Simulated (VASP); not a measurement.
Ta:

```
Ta
1.0
     0.00000    2.08834    2.08834
     2.08834    0.00000    2.08834
     2.08834    2.08834    0.00000
Ta
1
Direct
  0.00000 0.00000 0.00000
```

This isn't the form of Ta at room conditions, which is bcc.

Base run:

```yaml
Program: VASP 6.6.1
Functional: PBEsol
Potentials_or_basis: VASP PAW PBE potentials, release 64 (Ta_pv)
Cutoff: 520 eV
k_mesh: 18 × 18 × 18
Occupations: gaussian, width 0.5 eV
Spin: no spin polarisation
```

Its results: band gap on the k mesh none (metal or under the smearing width); pressure 0.6 GPa.

Task: The run is repeated on the same cell with these changes: cutoff from 520 eV to 900 eV; occupations from gaussian, width 0.5 eV to gaussian, width 0.1 eV. What comes out?

Result: Band gap on the k mesh none (metal or under the smearing width); pressure 0.0 GPa.

Caveats: the PAW data sets were made with another functional, which shifts forces and pressure a little.
